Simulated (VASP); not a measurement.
# Br (Cmce) in VASP: further runs

Aim: see how the results for Br move with the level of theory and the settings. Levels: PBE, r2SCAN. Tasks: relaxation of cell and atoms.

Everything below comes from runs of VASP 6.6.1. Logs are shortened: lines on timing, memory, paths and dates and some standing lists are left out, and cuts for length are marked.

## Step 1: Starting point

It takes space group Cmce (No. 64, orthorhombic). The conventional cell has a = 6.726 Å, b = 4.645 Å, c = 8.702 Å, α = 90.00°, β = 90.00°, γ = 90.00°. Around Br (site symmetry m) lie 1 Br at 2.29 Å.

## Step 2: Relaxation of cell and atoms, PBE

INCAR

```
SYSTEM = Br
PREC = Accurate
ENCUT = 600
EDIFF = 1E-6
ISMEAR = 0
SIGMA = 0.03
LREAL = .False.
LASPH = .True.
NELM = 80
ALGO = Normal
ISIF = 3
LWAVE = .False.
LCHARG = .False.
GGA = PE
IBRION = 2
NSW = 90
EDIFFG = -0.01
```

KPOINTS

```
regular mesh
0
Gamma
  8 8 4
  0 0 0
```

POSCAR

```
Br
1.0
    3.3632500000     -2.3225500000      0.0000000000
    3.3632500000      2.3225500000      0.0000000000
    0.0000000000      0.0000000000      8.7023000000
Br
4
Direct
    0.8651000000      0.1349000000      0.1099000000
    0.6349000000      0.3651000000      0.6099000000
    0.1349000000      0.8651000000      0.8901000000
    0.3651000000      0.6349000000      0.3901000000
```

Potentials or basis: VASP PAW PBE potentials, release 64 (Br).

Started as:

```console
> cat potpaw_PBE.64/Br/POTCAR > POTCAR
> mpirun -np 1 vasp_std > vasp.out
```

OUTCAR:

```text
SYSTEM = Br
   PREC = Accurate
   ENCUT = 600
   EDIFF = 1E-6
   ISMEAR = 0
   LREAL = .False.
   LASPH = .True.
   NELM = 80
   ISIF = 3
   GGA = PE
   IBRION = 2
   NSW = 90
   EDIFFG = -0.01

 ion  position               nearest neighbor table
   1  0.865  0.135  0.110-   3 2.29
   2  0.635  0.365  0.610-   4 2.29
   3  0.135  0.865  0.890-   1 2.29
   4  0.365  0.635  0.390-   2 2.29

  LATTYP: Found a base centered orthorhombic cell.
 ALAT       =     4.6451000000
 B/A-ratio  =     1.4480850789
 C/A-ratio  =     1.8734365245

  Lattice vectors:

 A1 = (  -3.3632500000,  -2.3225500000,   0.0000000000)
 A2 = (   3.3632500000,  -2.3225500000,   0.0000000000)
 A3 = (   0.0000000000,   0.0000000000,   8.7023000000)

Analysis of symmetry for initial positions (statically):
=====================================================================
 Subroutine PRICEL returns:
 Original cell was already a primitive cell.

 Routine SETGRP: Setting up the symmetry group for a
 base centered orthorhombic supercell.

 Subroutine GETGRP returns: Found  8 space group operations
 (whereof  4 operations were pure point group operations)
 out of a pool of  8 trial point group operations.

The static configuration has the point symmetry C_2h.
 The point group associated with its full space group is D_2h.

Analysis of symmetry for dynamics (positions and initial velocities):
=====================================================================
 Subroutine PRICEL returns:
 Original cell was already a primitive cell.

 Routine SETGRP: Setting up the symmetry group for a
 base centered orthorhombic supercell.

 Subroutine GETGRP returns: Found  8 space group operations
 (whereof  4 operations were pure point group operations)
 out of a pool of  8 trial point group operations.

The dynamic configuration has the point symmetry C_2h.
 The point group associated with its full space group is D_2h.

 Subroutine INISYM returns: Found  8 space group operations
 (whereof  4 operations are pure point group operations),
 and found     1 'primitive' translations

----------------------------------------------------------------------------------------

                                     Primitive cell

  volume of cell :     135.9528

  direct lattice vectors                    reciprocal lattice vectors
     3.363250000 -2.322550000  0.000000000     0.148665725 -0.215280618  0.000000000
     3.363250000  2.322550000  0.000000000     0.148665725  0.215280618  0.000000000
     0.000000000  0.000000000  8.702300000     0.000000000  0.000000000  0.114912150

  length of vectors
     4.087259359  4.087259359  8.702300000     0.261624239  0.261624239  0.114912150

  position of ions in fractional coordinates (direct lattice)
     0.865100000  0.134900000  0.109900000
     0.634900000  0.365100000  0.609900000
     0.134900000  0.865100000  0.890100000
     0.365100000  0.634900000  0.390100000

  ion indices of the primitive-cell ions
   primitive index   ion index
                 1           1
                 2           2
                 3           3
                 4           4

----------------------------------------------------------------------------------------

 KPOINTS: regular mesh

Automatic generation of k-mesh.
 Grid dimensions read from file:
 generate k-points for:    8    8    4

 Generating k-lattice:

  Cartesian coordinates                     Fractional coordinates (reciprocal lattice)
     0.018583216 -0.026910077  0.000000000     0.125000000  0.000000000  0.000000000
     0.018583216  0.026910077  0.000000000     0.000000000  0.125000000  0.000000000
     0.000000000  0.000000000  0.028728037     0.000000000  0.000000000  0.250000000

  Length of vectors
     0.032703030  0.032703030  0.028728037

  Shift w.r.t. Gamma in fractional coordinates (k-lattice)
     0.000000000  0.000000000  0.000000000

 Subroutine IBZKPT returns following result:
 ===========================================

 Found     63 irreducible k-points:

 Following reciprocal coordinates:
            Coordinates               Weight
  0.000000  0.000000  0.000000      1.000000
  0.125000 -0.000000  0.000000      4.000000
  0.250000 -0.000000  0.000000      4.000000
  0.375000 -0.000000  0.000000      4.000000
  0.500000 -0.000000  0.000000      2.000000
  0.125000  0.125000  0.000000      2.000000
[... 16 lines left out ...]
  0.125000 -0.000000  0.250000      8.000000
  0.250000 -0.000000  0.250000      8.000000
 [... further k-points ...]
   k-points           NKPTS =     63   k-points in BZ     NKDIM =     63   number of bands    NBANDS=     18
   number of dos      NEDOS =    301   number of ions     NIONS =      4
   total plane-waves  NPLWV =  90720
   dimension x,y,z NGX =    36 NGY =   36 NGZ =   70
   dimension x,y,z NGXF=    72 NGYF=   72 NGZF=  140
   ions per type =               4
   NGX,Y,Z   is equivalent  to a cutoff of  14.64, 14.64, 13.37 a.u.
   NGXF,Y,Z  is equivalent  to a cutoff of  29.29, 29.29, 26.75 a.u.
 SYSTEM =  Br
   PREC   = accura    normal or accurate (medium, high low for compatibility)
   ISTART =      0    job   : 0-new  1-cont  2-samecut
   ICHARG =      2    charge: 1-file 2-atom 10-const
   ISPIN  =      1    spin polarized calculation?
   LNONCOLLINEAR =      F non collinear calculations
   LSORBIT =      F    spin-orbit coupling
   LASPH  =      T    aspherical Exc in radial PAW
   ENCUT  =  600.0 eV  44.10 Ry    6.64 a.u.   8.16  8.16 17.38*2*pi/ulx,y,z
   NELM   =     80;   NELMIN=  2; NELMDL= -5     # of ELM steps
   EDIFF  = 0.1E-05   stopping-criterion for ELM
   LREAL  =      F    real-space projection
   EDIFFG = -.1E-01   stopping-criterion for IOM
   NSW    =     90    number of steps for IOM
   IBRION =      2    ionic relax: 0-MD 1-quasi-New 2-CG
   NFREE  =      1    steps in history (QN), initial steepest desc. (CG)
   ISIF   =      3    stress and relaxation
   ISYM   =      2    0-nonsym 1-usesym 2-fastsym
   POTIM  = 0.5000    time-step for ionic-motion
   TEBEG  =    0.0;   TEEND  =   0.0 temperature during run
   PSTRESS=    0.0 pullay stress
   NELECT =      28.0000    total number of electrons
   NUPDOWN=      -1.0000    fix difference up-down
   EMIN   =  10.00;   EMAX   =-10.00  energy-range for DOS
   EFERMI =   0.00;   METHOD = LEGACY
   ISMEAR =     0;   SIGMA  =   0.03  broadening in eV -4-tet -1-fermi 0-gaus
   EFERMI_NEDOS =   21; number of points for ismear=-14 and -15
   IALGO  =     38    algorithm
   IMIX   =      4    mixing-type and parameters
     AMIX     =   0.40;   BMIX     =  1.00
     AMIX_MAG =   1.60;   BMIX_MAG =  1.00
  volume/ion in A,a.u.               =      33.99       229.36
  Fermi-wavevector in a.u.,A,eV,Ry     =   0.966788  1.826965 12.717090  0.934680
  Thomas-Fermi vector in A             =   2.096619
   LORBIT       =      0    0 simple, 1 ext, 2 COOP (PROOUT), +10 PAW based schemes
   GGA     = PE    functional components
   LHFCALC =     F    Hartree Fock is set to
   AEXX    =    0.0000 exact exchange contribution
   IVDW    =     0    specifies the selected vdW correction
   LEPSILON=     F    determine dielectric tensor
   LRPA    =     F    only Hartree local field effects (RPA)
 conjugate gradient relaxation of ions
 non-spin polarized calculation
 Gauss-broadening in eV      SIGMA  =   0.03
  energy-cutoff  :      600.00
  volume of cell :      135.95
 maximum number of plane-waves:      4564
 NGX is ok and might be reduce to    36
   NGX = 17   NGY = 17   NGZ = 35

--------------------------------------- Ionic step        1  -------------------------------------------

 number of electron      28.0000004 magnetization

 Free energy of the ion-electron system (eV)
  ---------------------------------------------------
  ext. energy  EPLUGINS =         0.00000000
  ---------------------------------------------------
  free energy    TOTEN  =        -6.37262118 eV

  energy without entropy =       -6.37262118  energy(sigma->0) =       -6.37262118

------------------------ aborting loop because EDIFF is reached ----------------------------------------

  FORCE on cell =-STRESS in cart. coord.  units (eV):
  Direction    XX          YY          ZZ          XY          YZ          ZX
  --------------------------------------------------------------------------------------
  -------------------------------------------------------------------------------------
  Total        1.0278975      1.0931988      2.5805004      0.0000000      0.0000000      0.0000000
  in kB       12.1135695     12.8831315     30.4106883      0.0000000      0.0000000      0.0000000
  external PRESSURE =      18.4691298 kB  Pullay stress =       0.0000000 kB
[... 95 lines left out ...]
  FREE ENERGIE OF THE ION-ELECTRON SYSTEM (eV)
  ---------------------------------------------------
  free  energy   TOTEN  =        -6.4297544969 eV

  energy  without entropy=       -6.4297544969  energy(sigma->0) =       -6.42975450

[... ionic steps 4 to 10 ...]

--------------------------------------- Ionic step       11  -------------------------------------------

 number of electron      28.0000000 magnetization

------------------------ aborting loop because EDIFF is reached ----------------------------------------

  FORCE on cell =-STRESS in cart. coord.  units (eV):
  Direction    XX          YY          ZZ          XY          YZ          ZX
  --------------------------------------------------------------------------------------
  -------------------------------------------------------------------------------------
  Total        0.0214613     -0.0696971     -0.2345369      0.0000000      0.0000000      0.0000000
  in kB        0.2192448     -0.7120141     -2.3959898      0.0000000      0.0000000      0.0000000
  external PRESSURE =      -0.9629197 kB  Pullay stress =       0.0000000 kB
[... 61 lines left out ...]
  energy  without entropy=       -6.5599312354  energy(sigma->0) =       -6.55993124

--------------------------------------- Ionic step       13  -------------------------------------------

 number of electron      28.0000000 magnetization

 Free energy of the ion-electron system (eV)
  ---------------------------------------------------
  ext. energy  EPLUGINS =         0.00000000
  ---------------------------------------------------
  free energy    TOTEN  =        -6.56698705 eV

  energy without entropy =       -6.56698705  energy(sigma->0) =       -6.56698705

 E-fermi :  -0.9407     XC(G=0):  -7.1622

 val. band max:       -1.1371143582   @ k =   0.0000   0.0000   0.0000
 cond. band min:       0.2231703141   @ k =   0.0000   0.0000   0.0000
 fundamental gap:      1.3602846724
 Fermi energy:        -0.9407443498

 k-point     1 :       0.0000    0.0000    0.0000
  band No.  band energies     occupation
      1     -16.7801      2.00000
      2     -16.2358      2.00000
      3     -14.6400      2.00000
      4     -13.6450      2.00000
      5      -6.0130      2.00000
      6      -4.7516      2.00000
[... 10 lines left out ...]
     17       4.2320      0.00000
     18       5.4131      0.00000
[... 466 lines left out ...]
      2     -16.3140      2.00000
      3     -14.4053      2.00000
      4     -13.9220      2.00000
      5      -5.9423      2.00000
      6      -5.3722      2.00000
[... 10 lines left out ...]
     17       5.2852      0.00000
     18       5.9630      0.00000

 [... further k-points ...]
[... 5 lines left out ...]
  --------------------------------------------------------------------------------------
  -------------------------------------------------------------------------------------
  Total        0.0273574      0.0336143      0.0008801      0.0000000      0.0000000      0.0000000
  in kB        0.2801551      0.3442288      0.0090123      0.0000000      0.0000000      0.0000000
  external PRESSURE =       0.2111321 kB  Pullay stress =       0.0000000 kB
[... 19 lines left out ...]
  FREE ENERGIE OF THE ION-ELECTRON SYSTEM (eV)
  ---------------------------------------------------
  free  energy   TOTEN  =        -6.5669870511 eV

  energy  without entropy=       -6.5669870511  energy(sigma->0) =       -6.56698705

 reached required accuracy - stopping structural energy minimisation
```

It took 14 min on 1 thread of Intel Xeon Platinum 8488C (Sapphire Rapids), shared host; peak memory 0.39 GiB.

What came out:

```
Free energy                            : -6.5670 eV
Relaxed volume                         : 39.11 Å³/atom
Relaxed cell                           : a = 4.724 Å, b = 4.724 Å, c = 8.708 Å, α = 90.00°, β = 90.00°, γ = 53.62°
Space group after relaxing (to 0.05 Å) : Cmce (No. 64)
Energy gained by relaxing              : 48.6 meV/atom
Ionic steps                            : 13
Pressure after relaxing                : 0.0 GPa
Largest force after relaxing           : 0.005 eV/Å
Band gap on the k mesh                 : 1.36 eV, direct
```

Forces on the atoms (eV/Å):
```
Br   0.000 -0.005 -0.001
Br   0.000  0.005 -0.001
Br   0.000  0.005  0.001
Br   0.000 -0.005  0.001
```

The path:
| step | energy change (eV) | largest force (eV/Å) | pressure (GPa) | volume (Å³) |
| --- | --- | --- | --- | --- |
| 1 | 0.0000 | 0.8819 | 1.85 | 135.95 |
| 2 | 0.0060 | 0.6128 | -1.63 | 143.79 |
| 3 | -0.0571 | 0.0994 | -0.03 | 139.55 |
| 4 | -0.0745 | 0.0930 | -0.05 | 140.09 |
| 5 | -0.1181 | 0.0770 | 0.00 | 141.57 |
| 6 | -0.1592 | 0.1068 | 0.44 | 143.98 |
| 7 | -0.1558 | 0.3664 | -0.71 | 149.76 |
| 8 | -0.1653 | 0.1541 | -0.10 | 146.47 |
| 9 | -0.1793 | 0.1224 | -0.12 | 149.49 |
| 10 | -0.1939 | 0.0507 | -0.10 | 156.16 |
| 11 | -0.1941 | 0.0452 | -0.10 | 156.83 |
| 12 | -0.1873 | 0.2121 | 0.59 | 154.67 |
| 13 | -0.1944 | 0.0047 | 0.02 | 156.45 |

Final structure:
```
CELL_PARAMETERS angstrom
4.21612 -2.13075 0.00000
4.21612 2.13075 0.00000
0.00000 0.00000 8.70786
ATOMIC_POSITIONS crystal
Br 0.85742 0.14258 0.11833
Br 0.64258 0.35742 0.61833
Br 0.14258 0.85742 0.88167
Br 0.35742 0.64258 0.38166
```

Levels at points of the mesh, in eV from the valence-band top:
| k point | band 11 | band 12 | band 13 | band 14 | band 15 | band 16 | band 17 | band 18 |
| --- | --- | --- | --- | --- | --- | --- | --- | --- |
| (0.00, 0.00, 0.00) | -1.30 | -0.74 | -0.45 | 0.00 | 1.36 | 2.24 | 5.37 | 6.55 |
| (0.50, 0.00, 0.00) | -1.21 | -1.21 | -0.62 | -0.62 | 2.38 | 2.38 | 6.96 | 6.96 |
| (0.50, 0.50, 0.00) | -1.36 | -1.33 | -0.47 | -0.07 | 1.38 | 2.19 | 7.15 | 7.84 |
| (0.00, 0.00, 0.50) | -1.03 | -1.03 | -0.31 | -0.31 | 1.66 | 1.66 | 5.98 | 5.98 |
| (0.50, 0.00, 0.50) | -0.65 | -0.65 | -0.10 | -0.10 | 1.82 | 1.82 | 7.23 | 7.23 |
| (0.50, 0.50, 0.50) | -1.06 | -1.06 | -0.61 | -0.61 | 1.67 | 1.67 | 8.13 | 8.13 |

Caveat: the volume moved by over 15 % at a fixed basis, so the end points are rough; the volume moved by +15 % from the deposited cell, more than functionals usually miss. A k mesh can miss the band edges.

(Part 1 of 2 ends here.)
